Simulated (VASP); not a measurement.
Input of a VASP 6.6.1 run:

Contents of POSCAR:

```
Os
1.0
    2.7341000000      0.0000000000      0.0000000000
   -1.3670500000      2.3678000565      0.0000000000
    0.0000000000      0.0000000000      4.3197000000
Os
2
Direct
    0.6666666667      0.3333333333      0.7500000000
    0.3333333333      0.6666666667      0.2500000000
```

INCAR.step1

```
ALGO = Fast
EDIFF = 1E-6
ENCUT = 520
GGA = PE
ISIF = 2
ISMEAR = -1
LASPH = T
LCHARG = T
LMAXMIX = 4
LREAL = F
LWAVE = F
NBANDS = 15
NELM = 100
PREC = Accurate
SIGMA = 0.05
```

The input KPOINTS.step1:

```
k-points
0
Gamma
  11 11 6
```

INCAR.step2

```
ALGO = Fast
EDIFF = 1E-6
ENCUT = 520
GGA = PE
ICHARG = 11
ISIF = 2
ISMEAR = 0
LASPH = T
LCHARG = F
LMAXMIX = 4
LREAL = F
LWAVE = F
NBANDS = 15
NELM = 100
PREC = Accurate
SIGMA = 0.05
```

Contents of KPOINTS.step2:

```
path GMKGALHA,LM,KH
20
line-mode
reciprocal
 0.0000000000  0.0000000000  0.0000000000  G
 0.5000000000  0.0000000000  0.0000000000  M

 0.5000000000  0.0000000000  0.0000000000  M
 0.3333333333  0.3333333333  0.0000000000  K

 0.3333333333  0.3333333333  0.0000000000  K
 0.0000000000  0.0000000000  0.0000000000  G

 0.0000000000  0.0000000000  0.0000000000  G
 0.0000000000  0.0000000000  0.5000000000  A

 0.0000000000  0.0000000000  0.5000000000  A
 0.5000000000  0.0000000000  0.5000000000  L

 0.5000000000  0.0000000000  0.5000000000  L
 0.3333333333  0.3333333333  0.5000000000  H

 0.3333333333  0.3333333333  0.5000000000  H
 0.0000000000  0.0000000000  0.5000000000  A

 0.5000000000  0.0000000000  0.5000000000  L
 0.5000000000  0.0000000000  0.0000000000  M

 0.3333333333  0.3333333333  0.0000000000  K
 0.3333333333  0.3333333333  0.5000000000  H
```

Potentials or basis: VASP PAW PBE potentials, release 64 (Os).

Launch:

```sh
$ cat potpaw_PBE.64/Os/POTCAR > POTCAR
$ cp INCAR.step1 INCAR
$ cp KPOINTS.step1 KPOINTS
$ mpirun -np 1 vasp_std > vasp.out
$ cp INCAR.step2 INCAR
$ cp KPOINTS.step2 KPOINTS
$ mpirun -np 1 vasp_std > vasp.out
```

(1) Predict the band gap along the path.

Results:

(1) none (metal or under the smearing width).

Caveat: spin-orbit coupling is left out, which moves the levels of the heavy elements.
